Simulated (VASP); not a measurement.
## VASP 6.6.1 run: ZnO

INCAR

```
SIGMA = 0.02
LASPH = .TRUE.
PREC = Accurate
NSW = 0
ISMEAR = -1
IBRION = -1
EDIFF = 0.001
LWAVE = .FALSE.
NELM = 72
NBANDS = 16
LREAL = .FALSE.
ISIF = 2
ENCUT = 520
LCHARG = .FALSE.
MAGMOM = 0.5 -0.5
ISPIN = 2
GGA = PE
```

KPOINTS

```
KPOINTS created by Atomic Simulation Environment
0
Gamma
10 10 10
0 0 0
```

POSCAR

```
Zn O
 1.0000000000000000
     0.0000000000000000    2.3813355760000001    2.2763938208000001
     2.3813355760000001    0.0000000000000000    2.2763938208000001
     2.3813355760000001    2.3813355760000001    0.0000000000000000
 Zn  O
   1   1
Cartesian
  0.0000000000000000  0.0000000000000000  0.0000000000000000
  1.1906677880000001  1.1906677880000001  1.1381969104000000
```

The recommended PBE PAW datasets give the neutral cell 18 valence electrons.

Command

```
mpirun -np 1 vasp_std
```

OSZICAR

```
N       E                     dE             d eps       ncg     rms          rms(c)
DAV:   1     0.982008364611E+02    0.98201E+02   -0.95352E+03  6640   0.159E+03
DAV:   2    -0.453262973696E+01   -0.10273E+03   -0.93619E+02  7232   0.294E+02
DAV:   3    -0.103827540219E+02   -0.58501E+01   -0.58256E+01  7584   0.717E+01
DAV:   4    -0.104156285220E+02   -0.32875E-01   -0.32872E-01  8032   0.555E+00
DAV:   5    -0.104157583870E+02   -0.12986E-03   -0.12986E-03  7536   0.317E-01    0.103E+01
DAV:   6    -0.890199959624E+01    0.15138E+01   -0.32657E+00 10048   0.514E+01    0.592E+00
DAV:   7    -0.891440305491E+01   -0.12403E-01   -0.77915E-01  7288   0.126E+01    0.333E+00
DAV:   8    -0.890162510094E+01    0.12778E-01   -0.11102E-01  7016   0.303E+00    0.129E+00
DAV:   9    -0.889786838720E+01    0.37567E-02   -0.67294E-03  8664   0.176E+00    0.374E-01
DAV:  10    -0.889734323658E+01    0.52515E-03   -0.31633E-03  6680   0.522E-01
   1 F= -.88973432E+01 E0= -.88973432E+01  d E =-.654420E-08  mag=    -0.0000
```

It converged. Results: pressure -4.1 GPa; magnetic moment of the cell 0.00 μB.

These settings aren't sound, so the numbers aren't properties of the crystal.

On sound settings PBE gives a gap of 0.49 eV on its mesh and a pressure of -4.9 GPa for the intended cell.

The run took about 30 s on one core of a shared host (Intel Xeon 6975P-C) and held 0.22 GiB at most.
